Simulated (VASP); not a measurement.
Output of a VASP run:

File OSZICAR:
```
...
DAV:   2     0.451412346334E+02   -0.50579E+03   -0.48742E+03  1998   0.911E+02
DAV:   3    -0.411610074903E+02   -0.86302E+02   -0.85452E+02  2126   0.224E+02
DAV:   4    -0.456620832196E+02   -0.45011E+01   -0.44850E+01  2232   0.599E+01
DAV:   5    -0.457778852528E+02   -0.11580E+00   -0.11576E+00  2203   0.951E+00    0.133E+01
DAV:   6    -0.411838855900E+02    0.45940E+01   -0.16459E+01  2927   0.801E+01    0.454E+00
DAV:   7    -0.411819576082E+02    0.19280E-02   -0.13016E+00  2154   0.689E+00    0.268E+00
DAV:   8    -0.411346459396E+02    0.47312E-01   -0.16960E-01  2709   0.507E+00    0.518E-01
DAV:   9    -0.411280468574E+02    0.65991E-02   -0.35482E-02  2905   0.297E+00    0.147E-01
DAV:  10    -0.411282662175E+02   -0.21936E-03   -0.21261E-03  2176   0.348E-01    0.592E-02
DAV:  11    -0.411282771453E+02   -0.10928E-04   -0.10190E-04  2617   0.167E-01    0.195E-02
DAV:  12    -0.411282760830E+02    0.10623E-05   -0.91156E-06  2873   0.717E-02    0.522E-03
DAV:  13    -0.411282760872E+02   -0.41528E-08   -0.58414E-06  2957   0.231E-02    0.318E-03
DAV:  14    -0.411282758045E+02    0.28262E-06   -0.89914E-07  2598   0.142E-02    0.930E-04
DAV:  15    -0.411282758228E+02   -0.18294E-07   -0.31139E-08  1434   0.158E-03
   1 F= -.41128276E+02 E0= -.41128276E+02  d E =-.411283E+02
       N       E                     dE             d eps       ncg     rms          rms(c)
DAV:   1    -0.411365510574E+02   -0.82753E-02   -0.15150E+00  2049   0.837E+00    0.597E-01
DAV:   2    -0.411358230031E+02    0.72805E-03   -0.62806E-02  2435   0.226E+00    0.355E-01
DAV:   3    -0.411323331136E+02    0.34899E-02   -0.43010E-03  2671   0.906E-01    0.866E-02
DAV:   4    -0.411323232881E+02    0.98255E-05   -0.13850E-03  2424   0.305E-01    0.283E-02
DAV:   5    -0.411323119197E+02    0.11368E-04   -0.12033E-04  2294   0.114E-01    0.883E-03
DAV:   6    -0.411323117245E+02    0.19520E-06   -0.10473E-05  2746   0.406E-02    0.331E-03
DAV:   7    -0.411323117452E+02   -0.20716E-07   -0.70839E-07  2258   0.822E-03
   2 F= -.41132312E+02 E0= -.41132312E+02  d E =-.403592E-02
       N       E                     dE             d eps       ncg     rms          rms(c)
DAV:   1    -0.411326326883E+02   -0.32096E-03   -0.67953E-02  2111   0.177E+00    0.127E-01
DAV:   2    -0.411325943531E+02    0.38335E-04   -0.27843E-03  2434   0.481E-01    0.752E-02
DAV:   3    -0.411324386566E+02    0.15570E-03   -0.19605E-04  2644   0.193E-01    0.187E-02
DAV:   4    -0.411324377855E+02    0.87116E-06   -0.61228E-05  2447   0.620E-02    0.601E-03
DAV:   5    -0.411324372050E+02    0.58049E-06   -0.50475E-06  2293   0.247E-02    0.220E-03
DAV:   6    -0.411324371895E+02    0.15521E-07   -0.38267E-07  2041   0.721E-03
   3 F= -.41132437E+02 E0= -.41132437E+02  d E =-.416137E-02
       N       E                     dE             d eps       ncg     rms          rms(c)
DAV:   1    -0.411335322116E+02   -0.10950E-02   -0.56612E-02  1954   0.187E+00    0.211E-01
DAV:   2    -0.411329699205E+02    0.56229E-03   -0.14476E-03  2552   0.515E-01    0.127E-01
DAV:   3    -0.411326310443E+02    0.33888E-03   -0.43763E-04  2986   0.303E-01    0.980E-03
DAV:   4    -0.411326365982E+02   -0.55539E-05   -0.80339E-05  2050   0.740E-02    0.727E-03
DAV:   5    -0.411326362385E+02    0.35964E-06   -0.22122E-06  2659   0.146E-02    0.361E-03
DAV:   6    -0.411326362405E+02   -0.19390E-08   -0.34893E-07  1833   0.676E-03
   4 F= -.41132636E+02 E0= -.41132636E+02  d E =-.199051E-03
```

### OUTCAR
```
------------------------ aborting loop because EDIFF is reached ----------------------------------------
  FORCE on cell =-STRESS in cart. coord.  units (eV):
  Direction    XX          YY          ZZ          XY          YZ          ZX
  --------------------------------------------------------------------------------------
  Total       -2.1469419     -2.1469419     -2.1115397     -0.0000000      0.0000000      0.0000000
  in kB      -59.0924858    -59.0924858    -58.1180753     -0.0000000      0.0000000      0.0000000
  external PRESSURE =     -58.7676823 kB  Pullay stress =       0.0000000 kB
  volume of cell :       58.21
      direct lattice vectors                 reciprocal lattice vectors
     4.482134662  0.000000000  0.000000000     0.223107978 -0.000000000  0.000000000
     0.000000000  4.482134662  0.000000000    -0.000000000  0.223107978  0.000000000
     0.000000000  0.000000000  2.897535831     0.000000000  0.000000000  0.345120840
 POSITION                                       TOTAL-FORCE (eV/Angst)
 -----------------------------------------------------------------------------------
      0.00000      0.00000      0.00000        -0.000000     -0.000000      0.000000
      2.24107      2.24107      1.44877        -0.000000     -0.000000      0.000000
      1.37770      1.37770      0.00000         0.002839      0.002839     -0.000000
      3.61876      0.86337      1.44877         0.002839     -0.002839      0.000000
      0.86337      3.61876      1.44877        -0.002839      0.002839     -0.000000
      3.10444      3.10444      2.89754        -0.002839     -0.002839      0.000000
 -----------------------------------------------------------------------------------
    total drift:                                0.000000      0.000000      0.000000
  FREE ENERGIE OF THE ION-ELECTRON SYSTEM (eV)
  ---------------------------------------------------
  free  energy   TOTEN  =       -41.1326362405 eV

  energy  without entropy=      -41.1326362405  energy(sigma->0) =      -41.13263624

 reached required accuracy - stopping structural energy minimisation
```
(Selected blocks of OUTCAR.)

POSCAR:
```
GeO2
1
    4.4680386963     0.0000000000     0.0000000000
    0.0000000000     4.4680386963     0.0000000000
    0.0000000000     0.0000000000     2.9158472178
Ge O
2 4
Direct
  0.0000000000   0.0000000000   0.0000000000
  0.5000000000   0.5000000000   0.5000000000
  0.3062297162   0.3062297162   0.0000000000
  0.8062297162   0.1937702838   0.5000000000
  0.1937702838   0.8062297162   0.5000000000
  0.6937702838   0.6937702838   0.0000000000
```

Write an INCAR and KPOINTS that could have produced this output.

Several could match; the one computed here: the input of the run itself, PBEsol GGA, plane waves, VASP's PBE PAW potentials (set 64).

### KPOINTS
```
Automatic
0
G
 5 5 8
```

### INCAR
```
ALGO  =  Normal
EDIFF  =  1E-7
EDIFFG  =  -0.01
ENCUT  =  520
GGA  =  PS
IBRION  =  2
ISIF  =  4
ISMEAR  =  0
LASPH  =  .TRUE.
LCHARG  =  .FALSE.
LMAXMIX  =  4
LREAL  =  .FALSE.
LWAVE  =  .FALSE.
NELM  =  100
NSW  =  30
PREC  =  Accurate
SIGMA  =  0.05
SYSTEM  =  GeO2
```

POTCAR, in this order: Ge_d O (PBE.64 set). Program: vasp_std.

The compound is GeO2 in the rutile structure. This cell is one point of a volume scan, at 1.03 of the reference volume. Symmetry was kept, so distortions that lower it aren't found.
